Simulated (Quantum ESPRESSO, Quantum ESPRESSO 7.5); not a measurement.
**In2Se2, 1 layer, rectangular cell, stepped through strain along the second axis**

What law, if any, do the results for In2Se2, 1 layer, rectangular cell follow against strain along the second axis?

Program: Quantum ESPRESSO 7.5. Level of theory: plane-wave DFT, PBE, GBRV ultrasoft pseudopotentials. Results are calculated unless marked as measured.

### Step 1. The structure

The cell holds 8 atoms: 4 Se and 4 In. Cell: a = 4.134 Å, b = 7.160 Å, c = 20.143 Å, α = 90.0°, β = 90.0°, γ = 90.0°. It derives from In2Se2. Vacuum lies along c.

Set-up: Cell and atoms are first relaxed; each strained cell is then held, the other axis too, and the atoms relax in it. A periodic run with 15 Å of vacuum in the starting cell gives the vacuum levels, and bands follow along a path.

Members -2, -1, 0, 1 and 2 took the same steps and show in the table alone.

### Step 2. Relaxing cell and ions of the reference

What the set-up leaves free in this member is relaxed.

The input, ref.relax.in:

```
&control
  prefix = 'ref.relax'
  outdir = './out'
  pseudo_dir = './pseudo'
  nstep = 80
  forc_conv_thr = 0.0004
  calculation = 'vc-relax'
  etot_conv_thr = 1e-06
/
&system
  ibrav = 0
  nat = 8
  ntyp = 2
  ecutwfc = 50
  ecutrho = 250
  occupations = 'smearing'
  smearing = 'fd'
  degauss = 0.004
/
&electrons
  conv_thr = 1e-09
  mixing_beta = 0.4
  electron_maxstep = 120
  mixing_mode = 'plain'
/
&ions
/
&cell
  cell_dofree = '2Dxy'
  press_conv_thr = 0.3
/
ATOMIC_SPECIES
  Se  78.9710  se_pbe_v1.uspp.F.UPF
  In  114.8180  in_pbe_v1.4.uspp.F.UPF
CELL_PARAMETERS angstrom
  4.13400000000000 0.00000000000000 0.00000000000000
  0.00000000000000 7.16029803848974 0.00000000000000
  0.00000000000000 0.00000000000000 20.14290946413444
ATOMIC_POSITIONS crystal
  Se  0.000000000000 0.333333333400 0.372339458376
  Se  0.500000000000 0.833333333400 0.372339458376
  In  0.000000000000 0.000000000000 0.429503729214
  In  0.500000000000 0.500000000000 0.429503729214
  In  0.000000000000 0.000000000000 0.570496270786
  In  0.500000000000 0.500000000000 0.570496270786
  Se  0.000000000000 0.333333333400 0.627660541624
  Se  0.500000000000 0.833333333400 0.627660541624
K_POINTS automatic
  8 4 1 0 0 0
```

Launch:

```console
OMP_NUM_THREADS=1 mpirun -n 4 pw.x -nk 2 -in ref.relax.in > ref.relax.out
```

Log:

```text
Program PWSCF v.7.5 starts
[citation notice left out]

     Parallel version (MPI & OpenMP), running on       4 processor cores
     Number of MPI processes:                 4
     Threads/MPI process:                     1

     MPI processes distributed on     1 nodes
[...]
Current dimensions of program PWSCF are:
     Max number of different atomic species (ntypx) = 10
     Max number of k-points (npk) =  40000
     Max angular momentum in pseudopotentials (lmaxx) =  4
     Found identity + ( -0.5000 -0.5000  0.0000) symmetry
     This is a supercell, fractional translations are disabled
     Message from routine setup:
     using ibrav=0 with symmetry is DISCOURAGED, use correct ibrav instead

     K-points division:     npool     =       2
     R & G space division:  proc/nbgrp/npool/nimage =       2
     Subspace diagonalization in iterative solution of the eigenvalue problem:
     a serial algorithm will be used

     Parallelization info
     --------------------
     sticks:   dense  smooth     PW     G-vecs:    dense   smooth      PW
     Min        1051     843    239               134304    96125   14567
     Max        1052     844    240               134305    96128   14574
     Sum        2103    1687    479               268609   192253   29141

     Using Slab Decomposition

     bravais-lattice index     =            0
     lattice parameter (alat)  =       7.8121  a.u.
     unit-cell volume          =    4023.6516 (a.u.)^3
     number of atoms/cell      =            8
     number of atomic types    =            2
     number of electrons       =        76.00
     number of Kohn-Sham states=           46
     kinetic-energy cutoff     =      50.0000  Ry
     charge density cutoff     =     250.0000  Ry
     scf convergence threshold =      1.0E-09
     mixing beta               =       0.4000
     number of iterations used =            8  plain     mixing
     energy convergence thresh.=      1.0E-06
     force convergence thresh. =      4.0E-04
     press convergence thresh. =      3.0E-01
     Exchange-correlation=  SLA  PW   PBX  PBC
                           (   1   4   3   4   0   0   0)
     nstep                     =           80

     celldm(1)=   7.812128  celldm(2)=   0.000000  celldm(3)=   0.000000
     celldm(4)=   0.000000  celldm(5)=   0.000000  celldm(6)=   0.000000

     crystal axes: (cart. coord. in units of alat)
               a(1) = (   1.000000   0.000000   0.000000 )
               a(2) = (   0.000000   1.732051   0.000000 )
               a(3) = (   0.000000   0.000000   4.872499 )

     reciprocal axes: (cart. coord. in units 2 pi/alat)
               b(1) = (  1.000000  0.000000  0.000000 )
               b(2) = (  0.000000  0.577350  0.000000 )
               b(3) = (  0.000000  0.000000  0.205234 )

     PseudoPot. # 1 for Se read from file:
     ./pseudo/se_pbe_v1.uspp.F.UPF
     Pseudo is Ultrasoft + core correction, Zval =  6.0
     Generated by new atomic code, or converted to UPF format
     Using radial grid of  877 points,  6 beta functions with:
                l(1) =   0
                l(2) =   0
                l(3) =   1
                l(4) =   1
                l(5) =   2
                l(6) =   2
     Q(r) pseudized with  8 coefficients,  rinner =    1.300   1.300   1.300
                                                       1.300   1.300

     PseudoPot. # 2 for In read from file:
     ./pseudo/in_pbe_v1.4.uspp.F.UPF
     Pseudo is Ultrasoft + core correction, Zval = 13.0
     Generated by new atomic code, or converted to UPF format
     Using radial grid of  889 points,  6 beta functions with:
                l(1) =   0
                l(2) =   0
                l(3) =   1
                l(4) =   1
                l(5) =   2
                l(6) =   2
     Q(r) pseudized with  6 coefficients,  rinner =    1.400   1.400   1.400
                                                       1.400   1.400

     atomic species   valence    mass     pseudopotential
     Se                6.00    78.97100     Se( 1.00)
     In               13.00   114.81800     In( 1.00)

      4 Sym. Ops. (no inversion) found

   Cartesian axes

     site n.     atom                  positions (alat units)
         1        Se     tau(   1) = (   0.0000000   0.5773503   1.8142235  )
         2        Se     tau(   2) = (   0.5000000   1.4433757   1.8142235  )
         3        In     tau(   3) = (   0.0000000   0.0000000   2.0927563  )
         4        In     tau(   4) = (   0.5000000   0.8660254   2.0927563  )
         5        In     tau(   5) = (   0.0000000   0.0000000   2.7797423  )
         6        In     tau(   6) = (   0.5000000   0.8660254   2.7797423  )
         7        Se     tau(   7) = (   0.0000000   0.5773503   3.0582751  )
         8        Se     tau(   8) = (   0.5000000   1.4433757   3.0582751  )

     number of k points=    15  Fermi-Dirac smearing, width (Ry)=  0.0040
                       cart. coord. in units 2pi/alat
        k(    1) = (   0.0000000   0.0000000   0.0000000), wk =   0.0625000
        k(    2) = (   0.0000000   0.1443376   0.0000000), wk =   0.1250000
        k(    3) = (   0.0000000  -0.2886751   0.0000000), wk =   0.0625000
        k(    4) = (   0.1250000   0.0000000   0.0000000), wk =   0.1250000
        k(    5) = (   0.1250000   0.1443376   0.0000000), wk =   0.2500000
        k(    6) = (   0.1250000  -0.2886751   0.0000000), wk =   0.1250000
        k(    7) = (   0.2500000   0.0000000   0.0000000), wk =   0.1250000
        k(    8) = (   0.2500000   0.1443376   0.0000000), wk =   0.2500000
        k(    9) = (   0.2500000  -0.2886751   0.0000000), wk =   0.1250000
        k(   10) = (   0.3750000   0.0000000   0.0000000), wk =   0.1250000
[...]
k(   15) = (  -0.5000000  -0.2886751   0.0000000), wk =   0.0625000

     Dense  grid:   268609 G-vectors     FFT dimensions: (  40,  72, 192)

     Smooth grid:   192253 G-vectors     FFT dimensions: (  36,  64, 180)

     Estimated max dynamical RAM per process >     392.45 MB

     Estimated total dynamical RAM >       1.47 GB

     Initial potential from superposition of free atoms

     starting charge      69.9997, renormalised to      76.0000

     negative rho (up, down):  9.625E-04 0.000E+00
     Starting wfcs are   52 randomized atomic wfcs

     total cpu time spent up to now is        3.8 secs

     per-process dynamical memory:   185.3 Mb

     Self-consistent Calculation

     iteration #  1     ecut=    50.00 Ry     beta= 0.40
     Davidson diagonalization with overlap
[...]
Forces acting on atoms (cartesian axes, Ry/au):

     atom    1 type  1   force =    -0.00000000   -0.00000497   -0.01064102
     atom    2 type  1   force =     0.00000000   -0.00000497   -0.01064101
     atom    3 type  2   force =     0.00000000    0.00000502    0.00391123
     atom    4 type  2   force =     0.00000000    0.00000493    0.00391127
     atom    5 type  2   force =     0.00000000    0.00000502   -0.00391123
     atom    6 type  2   force =     0.00000000    0.00000493   -0.00391127
     atom    7 type  1   force =     0.00000000   -0.00000497    0.01064102
     atom    8 type  1   force =     0.00000000   -0.00000497    0.01064101

     Total force =     0.022674     Total SCF correction =     0.000078

     Computing stress (Cartesian axis) and pressure

     negative rho (up, down):  1.185E-03 0.000E+00
          total   stress  (Ry/bohr**3)                   (kbar)     P=        1.38
  -0.00000584   0.00000000   0.00000000           -0.86        0.00        0.00
   0.00000000  -0.00000593   0.00000000            0.00       -0.87        0.00
   0.00000000   0.00000000   0.00003995            0.00        0.00        5.88

     Energy error            =      2.0E-03 Ry
     Gradient error          =      1.1E-02 Ry/Bohr
     Cell gradient error     =      8.7E-01 kbar

     number of scf cycles    =   3
     number of bfgs steps    =   2

     enthalpy           old  =    -708.6292764944 Ry
     enthalpy           new  =    -708.6312947356 Ry

     CASE: enthalpy          _new < enthalpy          _old

     new trust radius        =       0.0330036524 bohr
     new conv_thr            =       0.0000000003 Ry

     new unit-cell volume =   4030.23658 a.u.^3 (   597.21945 Ang^3 )
     density =      2.15528 g/cm^3

CELL_PARAMETERS (angstrom)
   4.137408444   0.000000000   0.000000000
   0.000000000   7.166107894   0.000000000
   0.000000000   0.000000000  20.142909464

ATOMIC_POSITIONS (crystal)
Se              -0.0000000000        0.3333306780        0.3702661001
Se               0.5000000000        0.8333306855        0.3702661001
In               0.0000000000        0.0000026597        0.4311020009
In               0.5000000000        0.5000026436        0.4311019987
In               0.0000000000        0.0000026597        0.5688979991
In               0.5000000000        0.5000026436        0.5688980013
Se               0.0000000000        0.3333306780        0.6297338999
Se               0.5000000000        0.8333306855        0.6297338999

[...]
NEW-OLD atomic charge density approx. for the potential
     New effective cutoffs (rho, wfc):  249.75   49.99

     negative rho (up, down):  1.186E-03 0.000E+00

     total cpu time spent up to now is      311.0 secs

     per-process dynamical memory:   218.7 Mb

[...]
!    total energy              =    -708.63227253 Ry
[...]
Total force =     0.014551     Total SCF correction =     0.000048
[...]
number of bfgs steps    =   3
[...]
new trust radius        =       0.0143710442 bohr
[...]
!    total energy              =    -708.63260958 Ry
[...]
Total force =     0.014876     Total SCF correction =     0.000052
[...]
number of bfgs steps    =   4
[...]
WARNING: bfgs curvature condition failed, Theta= 0.980
     new trust radius        =       0.0158081486 bohr
[...]
!    total energy              =    -708.63303488 Ry
[...]
Total force =     0.014263     Total SCF correction =     0.000044
[...]
number of bfgs steps    =   5
[...]
new trust radius        =       0.0237122230 bohr
[...]
!    total energy              =    -708.63509105 Ry
[...]
Total force =     0.003481     Total SCF correction =     0.000006
[...]
number of bfgs steps    =  10
[...]
new trust radius        =       0.0172318869 bohr
[...]
Self-consistent Calculation

     iteration #  1     ecut=    50.00 Ry     beta= 0.40
     Davidson diagonalization with overlap
     ethr =  1.00E-06,  avg # of iterations =  3.0

     Threshold (ethr) on eigenvalues was too large:
     Diagonalizing with lowered threshold

     Davidson diagonalization with overlap
     ethr =  1.82E-08,  avg # of iterations =  3.4

     negative rho (up, down):  8.957E-04 0.000E+00

     total cpu time spent up to now is     1057.9 secs

     total energy              =    -708.63514351 Ry
     estimated scf accuracy    <       0.00001806 Ry

[...]
iteration #  8     ecut=    50.00 Ry     beta= 0.40
[...]
negative rho (up, down):  8.846E-04 0.000E+00

[...]
End of self-consistent calculation

          k = 0.0000 0.0000 0.0000 ( 24059 PWs)   bands (ev):

   -15.4335 -15.3408 -15.3325 -15.2769 -15.1660 -15.1660 -15.1626 -15.1062
   -15.0935 -15.0935 -15.0837 -15.0837 -15.0301 -15.0267 -14.9819 -14.9314
   -14.9251 -14.9251 -14.8947 -14.7756 -13.7716 -13.6526 -12.7515 -12.6871
    -6.8116  -6.5388  -6.0539  -4.3071  -3.7341  -2.8834  -2.8281  -2.7136
    -2.1992  -1.8917  -1.8914  -1.8195  -1.8192  -1.3586   0.0840   0.8612
     0.9795   1.3057   2.8620   3.1632   3.5797   3.5803

          k = 0.0000 0.1461 0.0000 ( 24016 PWs)   bands (ev):

   -15.4088 -15.3327 -15.3134 -15.2778 -15.2073 -15.1638 -15.1619 -15.1426
   -15.1030 -15.0871 -15.0841 -15.0772 -15.0392 -15.0364 -14.9783 -14.9509
   -14.9308 -14.9262 -14.8558 -14.7860 -13.6322 -13.5204 -12.9199 -12.8449
    -6.6229  -6.4770  -5.7103  -4.3916  -3.8773  -2.9314  -2.7609  -2.6365
    -2.6017  -2.4925  -2.0666  -1.9746  -1.8274  -1.2896   0.7400   1.0398
     1.0608   1.9591   2.9257   3.0380   3.3195   3.7246

          k = 0.0000-0.2921 0.0000 ( 23994 PWs)   bands (ev):

   -15.3542 -15.3542 -15.2674 -15.2674 -15.2380 -15.2380 -15.1615 -15.1615
   -15.0952 -15.0952 -15.0616 -15.0616 -15.0583 -15.0583 -14.9683 -14.9683
   -14.9287 -14.9287 -14.8143 -14.8143 -13.2902 -13.2902 -13.1952 -13.1952
    -6.4176  -6.4176  -4.9248  -4.9248  -3.6063  -3.6063  -3.0085  -3.0085
    -2.4389  -2.4389  -2.3090  -2.3090  -1.3834  -1.3834   1.2360   1.2360
     1.5349   1.5349   3.3564   3.3564   3.4500   3.4500

          k = 0.1265 0.0000 0.0000 ( 24023 PWs)   bands (ev):

   -15.4323 -15.3424 -15.3324 -15.2770 -15.1981 -15.1690 -15.1644 -15.1313
   -15.0999 -15.0865 -15.0861 -15.0790 -15.0351 -15.0333 -14.9755 -14.9475
   -14.9356 -14.9260 -14.8621 -14.7749 -13.6656 -13.5522 -12.7122 -12.6505
    -6.7682  -6.4906  -6.0031  -4.3642  -3.8107  -3.2653  -3.1298  -2.6711
    -2.4820  -2.3662  -2.2014  -2.0386  -1.9484  -1.2940   0.6285   1.2048
     1.2829   1.8733   2.9969   3.2019   3.2397   3.6902

          k = 0.1265 0.1461 0.0000 ( 24013 PWs)   bands (ev):

   -15.4107 -15.3348 -15.3182 -15.2782 -15.2303 -15.1721 -15.1673 -15.1631
   -15.0980 -15.0889 -15.0782 -15.0728 -15.0423 -15.0408 -14.9738 -14.9574
   -14.9343 -14.9272 -14.8412 -14.7838 -13.5367 -13.4297 -12.8694 -12.7976
    -6.6087  -6.4434  -5.7055  -4.4934  -3.8006  -3.1762  -3.1140  -2.9655
    -2.7670  -2.7296  -2.2219  -2.1094  -1.8197  -1.2877   1.0138   1.3566
     1.4224   2.2024   2.7167   3.2088   3.3993   3.6503

          k = 0.1265-0.2921 0.0000 ( 24016 PWs)   bands (ev):

   -15.3611 -15.3611 -15.2724 -15.2724 -15.2525 -15.2525 -15.1641 -15.1641
   -15.0934 -15.0934 -15.0602 -15.0602 -15.0578 -15.0578 -14.9681 -14.9681
   -14.9308 -14.9308 -14.8082 -14.8082 -13.2169 -13.2169 -13.1257 -13.1257
    -6.4174  -6.4174  -5.0260  -5.0260  -3.6015  -3.6015  -2.9659  -2.9659
    -2.7915  -2.7915  -2.6038  -2.6038  -1.4028  -1.4028   1.4671   1.4671
     1.9223   1.9223   3.0241   3.0241   3.7118   3.7118

[...]
-14.9321 -14.9321 -14.7811 -14.7811 -12.837
[key lines of the parts left out:]
total energy              =    -708.63514936 Ry
the Fermi energy is    -0.5560 ev
convergence has been achieved in   8 iterations
```

Wall time 27 min (4 MPI ranks of Arm Neoverse V2, shared host); peak memory 1.7 GiB; 1.8 h of CPU time.

Step by step:

```csv
step,energy less that of the first step (eV),largest force (eV/Å),volume (Å³)
1,0.0000,0.5765,596.24
2,-0.0443,0.4109,596.95
3,-0.0718,0.2736,597.35
4,-0.0851,0.1407,597.22
5,-0.0897,0.1697,596.58
6,-0.0954,0.1729,595.62
7,-0.1041,0.1526,593.91
8,-0.1145,0.1018,590.98
9,-0.1221,0.0378,586.01
10,-0.1228,0.0298,585.04
11,-0.1234,0.0422,583.97
12,-0.1242,0.0567,582.37
13,-0.1247,0.0430,581.35
14,-0.1249,0.0133,580.86
15,-0.1250,0.0018,580.93
16,-0.1250,0.0001,580.99
17,-0.1238,0.0001,580.99
```

```csv
cell as run,before,after,change
a (Å),4.134,4.081,-1.3 %
b (Å),7.160,7.068,-1.3 %
```

The atoms that moved most (Å, along periodic axes as changes of fractional coordinates times the final cell, across vacuum about the mean position):

```csv
atom,dx,dy,dz,length
Se2,0.000,0.000,-0.116,0.116
Se8,0.000,0.000,0.116,0.116
Se7,0.000,0.000,0.116,0.116
Se1,0.000,0.000,-0.116,0.116
In4,0.000,0.000,0.008,0.008
In6,0.000,0.000,-0.008,0.008
In5,0.000,0.000,-0.008,0.008
In3,0.000,0.000,0.008,0.008
```

 The last row is no step: it is a fresh SCF in the final cell with a new plane-wave basis, +1 meV from the row before.

Numbers from this step:

| Item | Value |
| --- | --- |
| free energy | -9641.4720 eV |
| Fermi energy | -0.524 eV |

[end of part 1 of 7]

[Logs are printed without paths, hosts, clocks, repeated set-up lines and the standing remarks that a program may print on its own settings, such as how far it seeks lower states.]

[Hosts, paths, dates, database ids (printed as entryN), source tags and the programs' standing remarks are cut or masked in the printed files.]

[Maps of the electrostatic potential energy from Ansatz leave out the sawtooth potential of an applied field or a dipole correction, so their vacuum need not be flat; planar profiles and work functions include it.]
